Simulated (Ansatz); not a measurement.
# Zr (Im-3m) under several functionals

Plane-wave DFT in Ansatz with scalar-relativistic PAW potentials. The same structure was relaxed (cell and atoms, symmetry kept) in separate runs at each level. No spin polarisation.

Question: How do the levels LDA, PBE, PBE+D3(BJ), PBEsol compare?

Answer:
```csv
level,cutoff (eV),k mesh,V (Å³/atom),a (Å)
LDA,420,16×16×16,21.105,3.482
PBE+D3(BJ),420,16×16×16,21.804,3.520
PBEsol,420,16×16×16,21.827,3.521
PBE,420,16×16×16,22.837,3.575
```

The usual order of volumes, LDA < PBEsol < PBE, holds here (21.105, 21.827, 22.837 Å³/atom). As a rule LDA overbinds; PBEsol, built on the gradient expansion of slowly varying densities, lies between LDA and PBE; PBE's stronger gradient term for exchange weakens bonds. Adding D3 to PBE changes the volume by -4.5 %; the term is attractive, so it pulls cells in. In metals the pairwise form ignores screening by the conduction electrons and often pulls in too far.

This bcc form isn't the element's structure at ambient conditions.